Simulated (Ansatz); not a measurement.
AlNi:

```
Ni Al
1.0
     2.88100    0.00000    0.00000
     0.00000    2.88100    0.00000
     0.00000    0.00000    2.88100
Ni Al
1 1
Direct
  0.50000 0.50000 0.50000
  0.00000 0.00000 0.00000
```

A run of Ansatz 0.2.0 on this cell left the log below. Logs are shortened: lines on timing, memory, paths and dates and some standing lists are left out, and cuts for length are marked.

```text
Warning: RAYON_NUM_THREADS=2 ignored (pool sized by the plan → 2); use --threads N
Ni: projections on atomic orbitals take those of the free atom 1s2 2s2 2p6 3s2 3p6 3d8 4s2, of charge +0.00 (hamiltonian.pseudopotentials.projection_atoms)
Al: projections on atomic orbitals take those of the free atom 1s2 2s2 2p6 3s2 3p1, of charge +0.00 (hamiltonian.pseudopotentials.projection_atoms)
LAPW: plane waves up to 8.188 Å⁻¹, error target 1.0e-3 eV per atom; small_component_spin mean_spin; Al in spheres of 1.144 Å, 11 of its electrons in bands, Dirac shells []; Ni in spheres of 1.351 Å, 18 of its electrons in bands, Dirac shells [] (how accurate: hamiltonian.pseudopotentials.lapw.basis_error, Limitations)
Engine: ansatz 0.2.0, x86_64-unknown-linux-gnu
Pseudopotentials: kind: all_electron
Pseudopotential: Ni, LAPW, valence charge 18, lapw/all_electron/scalar/gaussian/Ni, Koelling and Harmon's equation, gaussian nucleus
Pseudopotential: Al, LAPW, valence charge 11, lapw/all_electron/scalar/gaussian/Al, Koelling and Harmon's equation, gaussian nucleus
Functional definition: PBEsol
  exchange = pbesol_x
  correlation = pbesol_c
Crystal: 2 atoms, lattice volume = 23.913 Å³
Basis set: ecut = 255.4265715092768 eV, 251 PW (Γ), exchange–correlation at level 2
Bands: 19, of which v1, the nominal top of the filled ones, is band 15 counted from 1 (14 counted from 0)
Symmetry: 48 space group operations
Space group: Pm-3m (ITA 221), of the structure as read, at distance tolerance 2.9e-5 Å
Magnetic group: BNS 221.92 (UNI 1594), of the structure as read, at distance tolerance 2.9e-5 Å
k-points: 35 of 729
Non-local potential: Ni, projectors of the file, none
Non-local potential: Al, projectors of the file, none
Initial density: superposition of atomic densities (chi_scale 0.1, normalization cell)
Starting moments: Σ|m| = 1 μB on 1 of 2 sites
Initial wavefunctions: plane waves of lowest kinetic energy (no species holds an atomic orbital)
Functional: x = pbesol(κ = 0.804, μ = 0.12345679012345678), c = pbesol(β = 0.046)
iter 1 solved again at ethr=1.46e-3 eV; its pass at ethr=1.00e-1 eV (dr2=4.23e-1 eV) is discarded
SCF iter   1: F=—  HF=-47944.251931 eV  |F-HF|=—  |Δ(HF+E_count)|=         —  Δρ=3.91e-2 (↑2.14e-2 ↓3.91e-2)  dr2=4.23e-1  dr2_m=1.58e-1  M=0.102 μB ∫|m|=0.152 μB  β_m=0.30  ethr=1.46e-3  ⟨swp⟩=2.0  Hψ=9315  notcnv=0
[... 15 lines left out ...]
SCF converged after 11 iterations
Magnetization: 0.0000 μB (14.5000 up, 14.5000 down)
Absolute magnetization: 0.0000 μB (∫|ρ↑−ρ↓|)
Spin contamination: 0.0000 ħ² per cell (⟨S²⟩ above its minimum at these occupations)
Per-site moments (μB) at R_I (Å): [(-8.691530517523915e-8, 1.3508048035148554), (8.494762848698656e-8, 1.1442143476094289)]
Free energy (F): -47944.040721 eV
Harris-Foulkes:  -47944.040721 eV  (|F-HF|=2.18e-11)
Internal energy: -47944.034139 eV  (E = F + TS)
E sigma→0 (E₀):  -47944.037430 eV
Entropy (-TS):   -0.006582 eV (-3.291 meV/atom)
Fermi energy:    15.207098 eV
--- Per-component energies (eV) ---
  E_band       = -777.653451
  E_kinetic    = 48611.815870
  E_xc         = -2191.224308
  E_electrostatic = -94364.625700  (all electrons and nuclei)
  E_smearing   = -0.006582  (= −TS)
  E_closure    = 0.000000  (closes the sum)
  E_atoms      = -47930.834287  (free atoms, spherical and without spin; not in F)
  Σ components = -47944.040721   (vs F -47944.040721, Δ=0.00e0)
  Basis errors (estimates in eV, not in F): energy 2.6e-4 per atom: plane waves 2.5e-4 (1.3e-4 summed), levels above the bands 1.1e-51, relativity 8.2e-9, radial functions 1.8e-5, core shells 7.0e-12; eigenvalues (radial functions only) 1.8e-6; not estimated: angular momenta, meshes, grids; target (lapw.basis_error) 1.0e-3; muffin-tin radii Al 1.144 Å, Ni 1.351 Å
--- Forces (eV/Å), atoms counted from 1 ---
  atom   1  Ni     0.00000000    -0.00000000     0.00000000
  atom   2  Al    -0.00000000     0.00000000     0.00000000
  max |Σ_I F_I| component: 3.52e-30 eV/Å
--- Stress (GPa, compression-positive) ---
       -3.392636       0.000000       0.000000
        0.000000      -3.392636       0.000000
        0.000000       0.000000      -3.392636
  P = ⅓ Tr σ = -3.3926 GPa (-33.926 kbar)
--- Band table (eV; the first three rows and the last of 70) ---
  k-point 0 ↑: bands = ["-87.8112", "-87.2866", "-48.9636", "-48.9636", "-48.9636", "-48.3550", "-48.3550", "-48.3550", "4.0438", "11.9503", "11.9503", "13.6601", "13.6601", "13.6601", "20.6629", "20.6629", "20.6629", "23.3524", "23.3524"]
  k-point 1 ↑: bands = ["-87.8110", "-87.2866", "-48.9646", "-48.9632", "-48.9632", "-48.3580", "-48.3551", "-48.3551", "4.2712", "11.9266", "12.0029", "13.5636", "13.5636", "13.6704", "18.8220", "20.9613", "20.9613", "23.3646", "24.9380"]
  k-point 2 ↑: bands = ["-87.8104", "-87.2865", "-48.9670", "-48.9620", "-48.9620", "-48.3659", "-48.3556", "-48.3556", "4.9450", "11.6989", "12.1396", "13.3378", "13.3378", "13.6967", "16.4853", "21.7963", "21.7963", "23.3992", "26.5239"]
  k-point 34 ↓: bands = ["-87.8065", "-87.2847", "-48.9702", "-48.9697", "-48.9697", "-48.3764", "-48.3764", "-48.3759", "10.9240", "11.1596", "11.1596", "14.0757", "14.0757", "15.9147", "17.1293", "17.1293", "18.8045", "20.0718", "20.0718"]
--- Löwdin populations: 2 sites ---
  site symbol       q [e]    m [muB]
     0     Ni     27.4351    -0.0000
     1     Al     13.3830     0.0000
  spilling = 0.004437 (of n_electrons = 41.000000)
```

What input gives this log?

Single point with PBEsol, collinear spin, ferromagnetic start. The files as run (others can give the same):

input.yaml
```yaml
crystal:
  lattice:
    - [2.881, 0.0, 0.0]
    - [0.0, 2.881, 0.0]
    - [0.0, 0.0, 2.881]
  atoms:
    - { symbol: Ni, position: [0.5, 0.5, 0.5], spin: 1.0 }
    - { symbol: Al, position: [0.0, 0.0, 0.0] }
kpoints:
  mp_grid: { grid: [9, 9, 9] }
scf:
  occupations: { method: fermi_dirac, width: 0.05 }
hamiltonian:
  xc: pbesol
  pseudopotentials: { kind: all_electron, lapw: { basis_error: 0.001 } }
magnetization:
  spin_polarized: true
output:
  forces: true
  stress: true
  eigenvalues: true
  populations: true
```

Potentials or basis: all-electron LAPW, scalar-relativistic.
Command:
```console
$ ansatz run input.yaml --threads 2 --pin off --max-ram 6144MiB --backend cpu --events-out ev --progress --plain --runs-dir out
```

Caveat: the starting moments weren't kept.
